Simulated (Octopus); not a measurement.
# W (Fm-3m) in Octopus: equation of state

How stiff is W in PBE, and what volume does it want? The cell is scaled to several volumes.

Everything below comes from runs of Octopus 16.4. Logs are shortened: lines on timing, memory, paths and dates and some standing lists are left out, and cuts for length are marked.

### Step 1. The structure

Symmetry: Fm-3m, No. 225, cubic system. The conventional cell has a = 4.060 Å, b = 4.060 Å, c = 4.060 Å, α = 90.00°, β = 90.00°, γ = 90.00°. W (site symmetry m-3m) is surrounded by 12 W at 2.87 Å.

This isn't the form of W at room conditions, which is bcc.

### Step 2. Equation of state, PBE, 16.73 Å³/atom

File inp:

```
CalculationMode = gs
UnitsOutput = eV_Angstrom
PeriodicDimensions = 3
ExperimentalFeatures = yes
PseudopotentialSet = pseudodojo_pbe
%LatticeParameters
 1*angstrom | 1*angstrom | 1*angstrom
%
%LatticeVectors
 0 | 2.03 | 2.03
 2.03 | 0 | 2.03
 2.03 | 2.03 | 0
%
%ReducedCoordinates
 "W" | 0 | 0 | 0
%
%Spacing
 0.13670731*angstrom | 0.13670731*angstrom | 0.13670731*angstrom
%
DerivativesOrder = 8
%KPointsGrid
 11 | 11 | 11
%
KPointsUseSymmetries = yes
XCFunctional = gga_x_pbe + gga_c_pbe
SmearingFunction = fermi_dirac
Smearing = 0.05*eV
ExtraStates = 7
Eigensolver = chebyshev_filter
ConvRelDens = 3e-7
MaximumIter = 120
```

Potentials or basis: pseudodojo_pbe (PseudoDojo 0.5, PBE).

Launch:

```console
$ OMP_NUM_THREADS=1 octopus > out.log
```

out.log:

```text
Running octopus

[... 17 lines left out ...]

****************************** Species *******************************
  Species 'W'
    type             : pseudopotential
    file             : 'W.upf'
    file format      : UPF2
    valence charge   : 14.0
    atomic number    :  74
    form on file     : kleinman-bylander
    lmax             : 3
    llocal           : -1
    projectors per l : 2
    total projectors : 8
    application form : kleinman-bylander
    orbitals         : 10
    bound orbitals   : 10

**********************************************************************

***************************** Symmetries *****************************
Space group No.  225
International: Fm-3m
Schoenflies: Oh^5
Info: The system has    48 symmorphic symmetries that can be used.
  Index                Rotation matrix                      Fractional translations
    1 :     1   0   0     0   1   0     0   0   1      0.000000    0.000000    0.000000
    2 :    -1   0   0     0  -1   0     0   0  -1      0.000000    0.000000    0.000000
    3 :     1   0  -1     1   0   0     1  -1   0      0.000000    0.000000    0.000000
    4 :    -1   0   1    -1   0   0    -1   1   0      0.000000    0.000000    0.000000
    5 :     0   1  -1     1   0  -1     0   0  -1      0.000000    0.000000    0.000000
    6 :     0  -1   1    -1   0   1     0   0   1      0.000000    0.000000    0.000000
[... 40 lines left out ...]
   47 :     0   1  -1    -1   1   0     0   1   0      0.000000    0.000000    0.000000
   48 :     0  -1   1     1  -1   0     0  -1   0      0.000000    0.000000    0.000000
Info: The system also has     0 nonsymmorphic symmetries (not used for electrons).
**********************************************************************

Input: [CurvMethod = curv_affine]
Input: [DerivativesStencil = stencil_stargeneral]

****************************** Lattice *******************************
  Lattice Vectors [A]
    0.000000    2.030000    2.030000
    2.030000    0.000000    2.030000
    2.030000    2.030000    0.000000
  Cell volume =            16.7309 [A^3]
  Reciprocal-Lattice Vectors [A^-1]
   -1.547583    1.547583    1.547583
    1.547583   -1.547583    1.547583
    1.547583    1.547583   -1.547583
  Cell angles [degree]
    alpha =   60.000
    beta  =   60.000
    gamma =   60.000
**********************************************************************

Checking if the generated full k-point grid is symmetric

    56 k-points generated from parameters :
 ---------------------------------------------------
    n =   11   11   11

    s1  =  0.50  0.50  0.50

   index |      weight  |             coordinates              |
       1 |     0.000751 |    0.000000    0.000000    0.000000  |
       2 |     0.006011 |    0.090909    0.000000    0.000000  |
       3 |     0.004508 |    0.090909    0.090909    0.000000  |
       4 |     0.009016 |   -0.090909    0.090909    0.000000  |
       5 |     0.018032 |   -0.090909    0.090909    0.090909  |
       6 |     0.006011 |    0.181818    0.000000    0.000000  |
[... 48 lines left out ...]
      55 |     0.004508 |    0.454545    0.454545    0.000000  |
      56 |     0.009016 |   -0.454545    0.454545    0.000000  |

Input: [SmearingFunction = fermi_dirac]
Input: [SymmetrizeDensity = yes]

******************************* States *******************************
Total electronic charge  =       14.000
Number of states         =       14
States block-size        =        4
**********************************************************************
[... 5 lines left out ...]
Simulation Box:
  Type = parallelepiped
  Lengths [A] = (   2.871,   2.871,   2.871)
Main mesh:
  Spacing [A] = ( 0.137, 0.137, 0.137)    volume/point [A^3] =      0.00181
  # inner mesh =       9261
  # total mesh =      39061
  Grid Cutoff [eV] =  2012.051806    Grid Cutoff [Ry] =   147.883093
**********************************************************************

[... 22 lines left out ...]
**********************************************************************

Info: FFT grid dimensions       = 21 x 21 x 21
      Total grid size           = 9261 (      0.1 MiB )
      Inefficient FFT grid. A better grid would be: 24 24 24
Input: [FilterPotentials = filter_TS]
Info: Pseudopotential for W
  Radii for localized parts:
    local part     =  1.4 A
    non-local part =  1.6 A
    orbitals       =  5.6 A

Input: [RelativisticCorrection = non_relativistic]
[... 11 lines left out ...]
      Block       2 contains       4 states:       5 -       8
      Block       3 contains       4 states:       9 -      12
      Block       4 contains       2 states:      13 -      14
Info: Ground-state allocation done.
Info: Could not find 'restart/gs' directory for restart.
[... 18 lines left out ...]
** Warning:
**   Cannot do LCAO for all states because there are not enough atomic orbitals.
**   Required: 14. Available: 10. 4 orbitals will be randomized.

Info: Unnormalized total charge =     14.002638
Info: Renormalized total charge =     14.000000
Info: Setting up Hamiltonian.
Info: Performing initial LCAO calculation with     10 orbitals.
Info: Getting Hamiltonian matrix elements.

Eigenvalues [eV]
 #st  Spin   Eigenvalue      Occupation
#k =       1, k = (  0.000000,  0.000000,  0.000000)
   1   --   -59.980439       2.000000
   2   --   -23.806855       2.000000
   3   --   -23.806827       2.000000
   4   --   -23.806827       2.000000
   5   --     3.686877       2.000000
   6   --    12.434841       2.000000
   7   --    12.434841       2.000000
   8   --    12.434941       2.000000
   9   --    15.629454       2.000000
  10   --    15.629454       2.000000
#k =       2, k = (  0.090909,  0.000000,  0.000000)
   1   --   -59.956093       2.000000
   2   --   -23.805591       2.000000
   3   --   -23.805566       2.000000
   4   --   -23.773056       2.000000
   5   --     4.036157       2.000000
   6   --    12.760537       2.000000
   7   --    12.760630       2.000000
   8   --    13.024862       2.000000
   9   --    16.052081       2.000000
  10   --    16.052085       2.000000
[... 54 further k-points ...]
Fermi energy =    20.903192 eV
Generating random wavefunctions for states       11 and above
Orthogonalizing wavefunctions.
Info: Ground-state restart information will be written to 'restart/gs'.
Info: SCF using complex wavefunctions.
Info: Starting SCF iteration.

** Warning:
**   Symmetrization discrepancy ratio (scalar) =  7.84989E-02

*********************** SCF CYCLE ITER #    1 ************************
 etot  = -2.04567453E+03 abs_ev   =  4.53E+01 rel_ev   =  2.21E-01
 ediff =        7.52E+01 abs_dens =  7.59E-01 rel_dens =  5.42E-02
Matrix vector products: 1400
Converged eigenvectors: 0

#  State  KPoint  Eigenvalue [eV]  Occupation    Error
      1       1      -59.982866    2.000000   ( 7.3E-07)
      1       2      -59.974715    2.000000   ( 6.2E-07)
      1       3      -59.972002    2.000000   ( 5.3E-07)
      1       4      -59.961978    2.000000   ( 1.5E-06)
      1       5      -59.954681    2.000000   ( 9.4E-06)
      1       6      -59.952798    2.000000   ( 2.5E-06)
      1      10      -59.942819    2.000000   ( 8.3E-06)
      1       7      -59.937758    2.000000   ( 7.5E-06)
[... 23 lines left out ...]
     14       7       36.391374    0.000000   ( 1.5E-01)
     14      53       36.576473    0.000000   ( 1.2E-01)
     14      42       36.604808    0.000000   ( 1.5E-01)
     14       9       36.864387    0.000000   ( 1.6E-01)
     14      52       36.916088    0.000000   ( 1.1E-01)
     14      14       36.938902    0.000000   ( 1.5E-01)
     14      34       37.124903    0.000000   ( 1.7E-01)
     14      19       39.451375    0.000000   ( 1.4E-01)

Density of states:

-------------------------%--------------------------------------------
-------------------------%--------------------------------------------
-------------------------%--------------------------------------------
-------------------------%--------------------------------------------
-------------------------%--------------------------------------------
-------------------------%--------------------------------------------
%------------------------%------------------------%-------------------
%------------------------%----------------------%%%%--%-------%-------
%-----------------------%%---------------------%%%%%%%%-----%%%%------
%-----------------------%%--------------------%%%%%%%%%%%%%%%%%%%%%%--
                                                   ^

Fermi energy =    12.899521 eV

**********************************************************************

** Warning:
**   Symmetrization discrepancy ratio (scalar) =  7.99618E-02

*********************** SCF CYCLE ITER #    2 ************************
 etot  = -2.05486603E+03 abs_ev   =  5.36E+00 rel_ev   =  2.55E-02
 ediff =        3.38E-01 abs_dens =  1.10E-01 rel_dens =  7.86E-03
Matrix vector products: 1400
Converged eigenvectors: 0
[... 115 lines left out ...]
*********************** SCF CYCLE ITER #   12 ************************
 etot  = -2.06360178E+03 abs_ev   =  1.98E-05 rel_ev   =  9.15E-08
 ediff =        1.07E-06 abs_dens =  2.75E-07 rel_dens =  1.97E-08
Matrix vector products: 1400
Converged eigenvectors: 9

#  State  KPoint  Eigenvalue [eV]  Occupation    Error
      1       1      -61.248983    2.000000   ( 5.3E-08)
      1       2      -61.241329    2.000000   ( 5.3E-08)
      1       3      -61.238780    2.000000   ( 5.3E-08)
      1       4      -61.229367    2.000000   ( 5.3E-08)
      1       5      -61.222515    2.000000   ( 5.3E-08)
      1       6      -61.220749    2.000000   ( 5.1E-08)
      1      10      -61.211377    2.000000   ( 5.3E-08)
      1       7      -61.206628    2.000000   ( 5.2E-08)
[... 23 lines left out ...]
     14      54       34.162117    0.000000   ( 3.6E-02)
     14      36       34.226007    0.000000   ( 5.5E-02)
     14       7       34.410942    0.000000   ( 4.5E-02)
     13      12       34.773495    0.000000   ( 6.9E-03)
     14      53       34.866905    0.000000   ( 8.1E-03)
     14      12       35.279570    0.000000   ( 1.5E-02)
     14      51       35.399476    0.000000   ( 7.0E-02)
     14      52       35.739072    0.000000   ( 2.8E-02)

Density of states:

--------------------------%-------------------------------------------
--------------------------%-------------------------------------------
--------------------------%-------------------------------------------
--------------------------%-------------------------------------------
-------------------------%%-------------------------------------------
%------------------------%%-------------------------%-----------------
%------------------------%%------------------------%%---%-------%-----
%------------------------%%----------------------%%%%%%%%------%%--%--
%------------------------%%----------------------%%%%%%%%--%-%%%%%%%--
%------------------------%%---------------------%%%%%%%%%%%%%%%%%%%%%-
                                                    ^

Fermi energy =    12.473752 eV

**********************************************************************

Info: SCF converged in   12 iterations

** Warning:
**   Some of the states are not fully converged!

Info: Number of matrix-vector products:      16800
Info: Finished writing information to 'restart/gs'.

Octopus emitted 15 warnings.
```

Wall time 3 min (1 thread of Arm Neoverse V1, shared host); peak memory 0.6 GiB.

Results:

- Free energy: -2063.6105 eV
- Band gap on the k mesh: none (metal or under the smearing width)

### Step 3. Equation of state, PBE, 16.40 Å³/atom (volume scaled by 0.98)

inp: that of step 2 with these lines changed.

```diff
@@ -9,5 +9,5 @@
 %LatticeVectors
- 0 | 2.03 | 2.03
- 2.03 | 0 | 2.03
- 2.03 | 2.03 | 0
+ 0 | 2.0163754284 | 2.0163754284
+ 2.0163754284 | 0 | 2.0163754284
+ 2.0163754284 | 2.0163754284 | 0
 %
@@ -17,3 +17,3 @@
 %Spacing
- 0.13670731*angstrom | 0.13670731*angstrom | 0.13670731*angstrom
+ 0.13578978*angstrom | 0.13578978*angstrom | 0.13578978*angstrom
 %
```

Potentials or basis: pseudodojo_pbe (PseudoDojo 0.5, PBE).

Launch:

```console
$ OMP_NUM_THREADS=1 octopus > out.log
```

Wall time 2.9 min (1 thread of Arm Neoverse V1, shared host); peak memory 0.6 GiB.

Results (log left out):

```
Free energy            : -2063.6176 eV
Band gap on the k mesh : none (metal or under the smearing width)
```

### Step 4. Equation of state, PBE, 17.07 Å³/atom (volume scaled by 1.02)

inp: that of step 3 with these lines changed.

```diff
@@ -9,5 +9,5 @@
 %LatticeVectors
- 0 | 2.0163754284 | 2.0163754284
- 2.0163754284 | 0 | 2.0163754284
- 2.0163754284 | 2.0163754284 | 0
+ 0 | 2.0434441004 | 2.0434441004
+ 2.0434441004 | 0 | 2.0434441004
+ 2.0434441004 | 2.0434441004 | 0
 %
@@ -17,3 +17,3 @@
 %Spacing
- 0.13578978*angstrom | 0.13578978*angstrom | 0.13578978*angstrom
+ 0.13761268*angstrom | 0.13761268*angstrom | 0.13761268*angstrom
 %
@@ -31 +31,6 @@
 MaximumIter = 120
+%Output
+ density | cube
+ elf | cube
+ potential | cube
+%
```

Launch:

```console
$ OMP_NUM_THREADS=1 octopus > out.log
```

Run time: 2.9 min. Hardware: 1 thread of Arm Neoverse V1, shared host; peak memory 0.6 GiB.

The run converged. Its results:

- Free energy: -2063.5942 eV
- Band gap on the k mesh: none (metal or under the smearing width)

### Step 5. Equation of state, PBE, 16.06 Å³/atom (volume scaled by 0.96)

inp: that of step 4 with these lines changed.

```diff
@@ -9,5 +9,5 @@
 %LatticeVectors
- 0 | 2.0434441004 | 2.0434441004
- 2.0434441004 | 0 | 2.0434441004
- 2.0434441004 | 2.0434441004 | 0
+ 0 | 2.0025642044 | 2.0025642044
+ 2.0025642044 | 0 | 2.0025642044
+ 2.0025642044 | 2.0025642044 | 0
 %
@@ -17,3 +17,3 @@
 %Spacing
- 0.13761268*angstrom | 0.13761268*angstrom | 0.13761268*angstrom
+ 0.13485969*angstrom | 0.13485969*angstrom | 0.13485969*angstrom
 %
```

Launch:

```console
$ OMP_NUM_THREADS=1 octopus > out.log
```

It took 2.8 min on 1 thread of Arm Neoverse V1, shared host; peak memory 0.6 GiB.

The run converged. Its results:

```yaml
Free_energy: -2063.6096 eV
Band_gap_on_the_k_mesh: none (metal or under the smearing width)
```

### Step 6. Equation of state, PBE, 17.40 Å³/atom (volume scaled by 1.04)

inp: that of step 5 with these lines changed.

```diff
@@ -9,5 +9,5 @@
 %LatticeVectors
- 0 | 2.0025642044 | 2.0025642044
- 2.0025642044 | 0 | 2.0025642044
- 2.0025642044 | 2.0025642044 | 0
+ 0 | 2.0567135898 | 2.0567135898
+ 2.0567135898 | 0 | 2.0567135898
+ 2.0567135898 | 2.0567135898 | 0
 %
@@ -17,3 +17,3 @@
 %Spacing
- 0.13485969*angstrom | 0.13485969*angstrom | 0.13485969*angstrom
+ 0.13850630*angstrom | 0.13850630*angstrom | 0.13850630*angstrom
 %
@@ -31,6 +31 @@
 MaximumIter = 120
-%Output
- density | cube
- elf | cube
- potential | cube
-%
```

Potentials or basis: pseudodojo_pbe (PseudoDojo 0.5, PBE).

Launch:

```console
$ OMP_NUM_THREADS=1 octopus > out.log
```

out.log:

```text
Running octopus

[... 17 lines left out ...]

****************************** Species *******************************
  Species 'W'
    type             : pseudopotential
    file             : 'W.upf'
    file format      : UPF2
    valence charge   : 14.0
    atomic number    :  74
    form on file     : kleinman-bylander
    lmax             : 3
    llocal           : -1
    projectors per l : 2
    total projectors : 8
    application form : kleinman-bylander
    orbitals         : 10
    bound orbitals   : 10
[... 521 lines left out ...]
     14      36       33.019925    0.000000   ( 5.2E-02)
     14       7       33.166648    0.000000   ( 5.0E-02)
     14      53       33.645076    0.000000   ( 2.3E-02)
     13      12       33.663459    0.000000   ( 1.2E-02)
     14      12       34.094030    0.000000   ( 3.0E-02)
     14      51       34.236693    0.000000   ( 6.6E-02)
     14      52       34.589285    0.000000   ( 2.6E-02)

Density of states:

--------------------------%-------------------------------------------
--------------------------%-------------------------------------------
--------------------------%-------------------------------------------
--------------------------%-------------------------------------------
--------------------------%-------------------------------------------
%-------------------------%-------------------------------------------
%------------------------%%-------------------------%-----------------
%------------------------%%-----------------------%%%%%-%-------%-----
%------------------------%%-----------------------%%%%%%%-----%%%%%%--
%------------------------%%----------------------%%%%%%%%%%%%%%%%%%%%-
                                                     ^

Fermi energy =    11.886577 eV

**********************************************************************

Info: SCF converged in   13 iterations

** Warning:
**   Some of the states are not fully converged!

Info: Number of matrix-vector products:      18200
Info: Finished writing information to 'restart/gs'.

Octopus emitted 16 warnings.
```

static/info:

```text
**

********************** Brillouin zone sampling ***********************
Dimensions of the k-point grid      = 11 11 11
Total number of k-points            = 1331
Number of symmetry-reduced k-points = 56

List of k-points:
[... 945 lines left out ...]
      rel_energy =  4.38742111E-08 ( 0.00000000E+00)
      abs_dens =  1.05612403E-06 ( 0.00000000E+00)
      rel_dens =  7.54374304E-08 ( 3.00000000E-07)
      abs_evsum =  5.62422770E-05 ( 0.00000000E+00) [eV]
      rel_evsum =  2.50819766E-07 ( 0.00000000E+00)

Forces on the ions [eV/A]
 Ion                        x              y              z
   1         W   0.00000000E+00   0.00000000E+00   0.00000000E+00
 ----------------------------------------------------------
 Max abs force   0.00000000E+00   0.00000000E+00   0.00000000E+00
   Total force   0.00000000E+00   0.00000000E+00   0.00000000E+00
```

It took 3.2 min on 1 thread of Arm Neoverse V1, shared host; peak memory 0.6 GiB.

Results:

```
Free energy            : -2063.5681 eV
Band gap on the k mesh : none (metal or under the smearing width)
```

### Step 7. Equation of state, PBE, 15.73 Å³/atom (volume scaled by 0.94)

inp: that of step 6 with these lines changed.

```diff
@@ -9,5 +9,5 @@
 %LatticeVectors
- 0 | 2.0567135898 | 2.0567135898
- 2.0567135898 | 0 | 2.0567135898
- 2.0567135898 | 2.0567135898 | 0
+ 0 | 1.9885598007 | 1.9885598007
+ 1.9885598007 | 0 | 1.9885598007
+ 1.9885598007 | 1.9885598007 | 0
 %
@@ -17,3 +17,3 @@
 %Spacing
- 0.13850630*angstrom | 0.13850630*angstrom | 0.13850630*angstrom
+ 0.13391658*angstrom | 0.13391658*angstrom | 0.13391658*angstrom
 %
@@ -31 +31,6 @@
 MaximumIter = 120
+%Output
+ density | cube
+ elf | cube
+ potential | cube
+%
```

Launch:

```console
$ OMP_NUM_THREADS=1 octopus > out.log
```

It took 3.1 min on 1 thread of Arm Neoverse V1, shared host; peak memory 0.6 GiB.

The run converged. Its results:

```
Free energy            : -2063.5874 eV
Band gap on the k mesh : none (metal or under the smearing width)
```

### Step 8. Equation of state, PBE, 17.73 Å³/atom (volume scaled by 1.06)

inp: that of step 7 with these lines changed.

```diff
@@ -9,5 +9,5 @@
 %LatticeVectors
- 0 | 1.9885598007 | 1.9885598007
- 1.9885598007 | 0 | 1.9885598007
- 1.9885598007 | 1.9885598007 | 0
+ 0 | 2.0698140295 | 2.0698140295
+ 2.0698140295 | 0 | 2.0698140295
+ 2.0698140295 | 2.0698140295 | 0
 %
@@ -17,3 +17,3 @@
 %Spacing
- 0.13391658*angstrom | 0.13391658*angstrom | 0.13391658*angstrom
+ 0.13938853*angstrom | 0.13938853*angstrom | 0.13938853*angstrom
 %
```

Launch:

```console
$ OMP_NUM_THREADS=1 octopus > out.log
```

It took 3.1 min on 1 thread of Arm Neoverse V1, shared host; peak memory 0.6 GiB.

Results (log left out):

| Quantity | Value |
| --- | --- |
| Free energy | -2063.5333 eV |
| Band gap on the k mesh | none (metal or under the smearing width) |

### Step 9. Equation of state, PBE

Potentials or basis: pseudodojo_pbe (PseudoDojo 0.5, PBE).

This step only gathers the single runs of the series.

Results:

- Equilibrium volume: 16.40 Å³/atom (rough: see the caveat)
- Bulk modulus: 303 GPa (rough)

Energy against volume, from the lowest point:
```csv
volume (Å³/atom),energy (meV/atom)
15.727,30.15
16.062,8.01
16.396,0.00
16.731,7.07
17.065,23.33
17.400,49.42
17.735,84.22
```

Caveat: the fit is doubtful: noisy points or a state that changes with volume; the number of grid points is fixed, so the spacing changes with the cell, which shifts volumes and moduli. Spin-orbit coupling is left out, which matters for the levels of W.
